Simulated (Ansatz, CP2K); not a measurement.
This is a calculation of Mg for CP2K 2026.2. This isn't the form of Mg at room conditions, which is hcp.

mg_scf.inp

```
&GLOBAL
  PROJECT mg_scf
  RUN_TYPE ENERGY_FORCE
  PRINT_LEVEL LOW
&END GLOBAL
&FORCE_EVAL
  METHOD QS
  STRESS_TENSOR ANALYTICAL
  &DFT
    BASIS_SET_FILE_NAME BASIS_MOLOPT_UZH
    POTENTIAL_FILE_NAME GTH_POTENTIALS
    &MGRID
      CUTOFF 1400
      REL_CUTOFF 60
      NGRIDS 4
    &END MGRID
    &QS
      METHOD GPW
      EPS_DEFAULT 1.0E-10
    &END QS
    &KPOINTS
      SCHEME MONKHORST-PACK 10 10 9
      GAMMA_CENTERED T
      SYMMETRY T
      SYMMETRY_BACKEND SPGLIB
    &END KPOINTS
    &SCF
      SCF_GUESS ATOMIC
      EPS_SCF 1.0E-6
      MAX_SCF 100
      ADDED_MOS 5
      CHOLESKY OFF
      EPS_EIGVAL 1.0E-7
      &DIAGONALIZATION ON
        ALGORITHM STANDARD
      &END DIAGONALIZATION
      &MIXING ON
        METHOD BROYDEN_MIXING
        ALPHA 0.4
        BETA 1.5
        NBUFFER 8
      &END MIXING
      &SMEAR ON
        METHOD GAUSSIAN
        SIGMA [eV] 0.05
      &END SMEAR
    &END SCF
    &XC
      &XC_FUNCTIONAL
        &LDA_X
        &END LDA_X
        &LDA_C_PW
        &END LDA_C_PW
      &END XC_FUNCTIONAL
    &END XC
    &PRINT
      &KPOINTS ON
      &END KPOINTS
      &MULLIKEN ON
      &END MULLIKEN
      &MO ON
        ENERGIES T
        OCCUPATION_NUMBERS T
        &EACH
          QS_SCF 0
        &END EACH
        ADD_LAST NUMERIC
      &END MO
      &LOWDIN ON
      &END LOWDIN
      &HIRSHFELD ON
        SHAPE_FUNCTION DENSITY
      &END HIRSHFELD
      &E_DENSITY_CUBE ON
        STRIDE 2
      &END E_DENSITY_CUBE
      &V_HARTREE_CUBE ON
        STRIDE 2
      &END V_HARTREE_CUBE
      &ELF_CUBE ON
        STRIDE 2
      &END ELF_CUBE
    &END PRINT
  &END DFT
  &SUBSYS
    &CELL
      A 3.0502998005 0.0000000000 0.0000000000
      B -1.5251499003 2.6416371164 0.0000000000
      C 0.0000000000 0.0000000000 3.0448375700
      PERIODIC XYZ
    &END CELL
    &COORD
      Mg  0.0000000000 0.0000000000 0.0000000000
    &END COORD
    &KIND Mg
      BASIS_SET TZVP-MOLOPT-PBE-GTH-q10
      POTENTIAL GTH-PADE-q10
    &END KIND
    &PRINT
      &ATOMIC_COORDINATES ON
      &END ATOMIC_COORDINATES
      &CELL ON
      &END CELL
    &END PRINT
  &END SUBSYS
  &PRINT
    &FORCES ON
    &END FORCES
    &STRESS_TENSOR ON
    &END STRESS_TENSOR
  &END PRINT
&END FORCE_EVAL
```

Potentials or basis: GTH_POTENTIALS Mg GTH-PADE-q10; TZVP-MOLOPT-PBE-GTH basis.

Run with:

```sh
$ OMP_NUM_THREADS=1 cp2k.psmp -i mg_scf.inp -o mg_scf.out
```

What does the same run look like in Ansatz 0.2.0? Potentials or basis there: all-electron LAPW, scalar-relativistic.

As run (cutoffs and basis follow the program's own potentials, and thresholds, step limits or extra output files can differ):

The input input.yaml:

```yaml
crystal:
  lattice:
    - [3.0502998005, 0.0, 0.0]
    - [-1.5251499003, 2.6416371164, 0.0]
    - [0.0, 0.0, 3.04483757]
  atoms:
    - { symbol: Mg, position: [0.0, 0.0, 0.0] }
kpoints:
  mp_grid: { grid: [10, 10, 9] }
scf:
  occupations: { method: gaussian, width: 0.05 }
hamiltonian:
  xc: lda
  pseudopotentials: { kind: all_electron, lapw: { basis_error: 0.001 } }
output:
  forces: true
  stress: true
  eigenvalues: true
```

Potentials or basis: all-electron LAPW, scalar-relativistic.

Launch:

```bash
$ ansatz run input.yaml --threads 1 --pin off --max-ram 3072MiB --backend cpu --events-out ev --progress --plain --runs-dir out
```

Both were run:

|  | CP2K | Ansatz |
| --- | --- | --- |
| Pressure | 0.6 GPa | -0.6 GPa |

Where Ansatz's input types no cutoff or centring, it takes its own default and a Γ-centred mesh.

The two programs' LDA may be different fits to the electron gas.

The two runs disagree by more than potentials and bases usually give (in gap, levels, pressure or energy); the cause wasn't traced.

Pressure is positive in compression.
